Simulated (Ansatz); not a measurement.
Runs of Ansatz 0.2.0 on CuO. The typed cell holds 4 atoms: a = 2.880 Å, b = 2.880 Å, c = 5.176 Å, α = 89.81°, β = 89.81°, γ = 89.22°. The cell comes from a database or a generator and needn't be the stable form of this composition.

```tsv
task	level	potentials or basis	cell	cutoff (eV)	points for each segment of the path	gap on the mesh (eV)	pressure (GPa)	largest force (eV/Å)
band structure	PBE	PseudoDojo stringent (PBE files)	as given	1415	14	none	5.6	0.01
relaxation of cell and atoms	revPBE	Ansatz PAW	relaxed	420	-	none	0.0	-
band structure	PBE	Ansatz PAW earlier set	as given	930	14	none	(a)	0.01
band structure	PBE	SPMS NC	as given	1034	14	none	6.1	0.01
band structure	PBE	PseudoDojo standard (PBE files)	as given	1252	14	none	5.6	0.01
```

Alike in all rows: no spin polarisation; k mesh 9 × 9 × 5; smearing fermi-dirac 0.05 eV.

**Question.** Fill in the values left out.

**Answer.** (a) 5.8.

Caveats: the run has no spin polarisation, though such a crystal can be magnetic; semilocal functionals often make such compounds metallic where correlation or magnetic order opens a gap, which also shifts bond lengths; the plane-wave basis is chosen anew once the cell has moved, so the energies of steps on either side of that aren't comparable (some runs); the PAW data sets come from PBE, with cores solved anew for the run's functional, which leaves a small shift of forces and pressure (some runs).

A gap of «none» marks a metal or a gap under the smearing width.
